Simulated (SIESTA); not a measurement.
Here is a SIESTA 5.4.2 calculation.

The input PbF2.fdf:

```
SystemName                      Fluorocronite
SystemLabel                     PbF2
NumberOfSpecies                 2
NumberOfAtoms                   3
%block ChemicalSpeciesLabel
  1  82 Pb
  2   9 F
%endblock ChemicalSpeciesLabel

LatticeConstant                 1.0 Ang
%block LatticeVectors
     0.0000000000     2.9636600000     2.9636600000
     2.9636600000     0.0000000000     2.9636600000
     2.9636600000     2.9636600000     0.0000000000
%endblock LatticeVectors
AtomicCoordinatesFormat         Fractional
%block AtomicCoordinatesAndAtomicSpecies
     0.0000000000     0.0000000000     0.0000000000  1  Pb
     0.7500000000     0.7500000000     0.7500000000  2  F
     0.2500000000     0.2500000000     0.2500000000  2  F
%endblock AtomicCoordinatesAndAtomicSpecies

%block kgrid.MonkhorstPack
    8   0   0  0.0
    0   8   0  0.0
    0   0   8  0.0
%endblock kgrid.MonkhorstPack
XC.Functional                   LDA
XC.Authors                      PW92
PAO.BasisSize                   DZP
PAO.EnergyShift                 0.003 Ry
Mesh.Cutoff                     800 Ry
OccupationFunction              FD
ElectronicTemperature           0.05 eV
MaxSCFIterations                120
SCF.MustConverge                false
SCF.Mixer.Method                Pulay
SCF.Mixer.Weight                0.25
SCF.Mixer.History               8
SCF.DM.Tolerance                5.0e-05
SCF.H.Tolerance                 1.0e-03 eV
WriteForces                     true
Charge.Mulliken                 end
BandLinesScale                  ReciprocalLatticeVectors
%block BandLines
    1    0.000000   0.000000   0.000000  \Gamma
   12    0.500000   0.000000   0.500000  X
    6    0.500000   0.250000   0.750000  W
    4    0.375000   0.375000   0.750000  K
   13    0.000000   0.000000   0.000000  \Gamma
   11    0.500000   0.500000   0.500000  L
    8    0.625000   0.250000   0.625000  U
    4    0.500000   0.250000   0.750000  W
    9    0.500000   0.500000   0.500000  L
    8    0.375000   0.375000   0.750000  K
    1    0.625000   0.250000   0.625000  U
    4    0.500000   0.000000   0.500000  X
%endblock BandLines
%block PAO.Basis
  Pb 4
  n=6 0 2
    6.142 0.000
  n=6 1 2
    8.773 0.000
  n=5 2 2
    4.164 0.000
  n=6 2 1
    8.773
%endblock PAO.Basis
```

Potentials or basis: PseudoDojo 0.4 standard (LDA files), DZP (energy shift 0.003 Ry; two zetas on semicore shells).

Run with:

```sh
$ siesta < PbF2.fdf > PbF2.out 2>&1
```

Problem. Estimate the pressure.

Solution. -4.4 GPa.

Problem. What does it give for the band gap along the path?

Solution. 4.21 eV, indirect (least direct gap 4.38 eV).

Problem. Predict the band gap on the k mesh.

Solution. 4.21 eV, indirect (least direct gap 4.38 eV).

Levels at the corners of the path, in eV from the valence-band top:
| point | band 11 | band 12 | band 13 | band 14 | band 15 | band 16 | band 17 | band 18 |
| --- | --- | --- | --- | --- | --- | --- | --- | --- |
| Γ | -2.45 | -1.91 | -1.91 | -1.91 | 6.66 | 6.66 | 6.66 | 16.52 |
| X | -1.50 | -1.50 | -1.49 | -0.17 | 4.21 | 7.73 | 7.73 | 8.67 |
| W | -2.67 | -1.55 | -1.44 | 0.00 | 5.88 | 5.88 | 7.31 | 10.00 |
| K | -2.04 | -1.65 | -1.50 | -0.04 | 5.13 | 6.51 | 7.72 | 9.64 |
| Γ | -2.45 | -1.91 | -1.91 | -1.91 | 6.66 | 6.66 | 6.66 | 16.52 |
| L | -2.66 | -2.11 | -2.11 | -0.02 | 4.90 | 7.49 | 7.49 | 13.71 |
| U | -2.04 | -1.65 | -1.50 | -0.04 | 5.13 | 6.51 | 7.72 | 9.64 |
| W | -2.67 | -1.55 | -1.44 | 0.00 | 5.88 | 5.88 | 7.31 | 10.00 |
| L | -2.66 | -2.11 | -2.11 | -0.02 | 4.90 | 7.49 | 7.49 | 13.71 |
| K | -2.04 | -1.65 | -1.50 | -0.04 | 5.13 | 6.51 | 7.72 | 9.64 |
| U | -2.04 | -1.65 | -1.50 | -0.04 | 5.13 | 6.51 | 7.72 | 9.64 |
| X | -1.50 | -1.50 | -1.49 | -0.17 | 4.21 | 7.73 | 7.73 | 8.67 |

Caveat: spin-orbit coupling is left out, which as a rule narrows the gap of such compounds by several tenths of an eV; the basis of atomic orbitals isn't converged, which shifts pressures, moduli and gaps. Expect the measured gap to be larger: semilocal functionals such as LDA lack the derivative discontinuity.
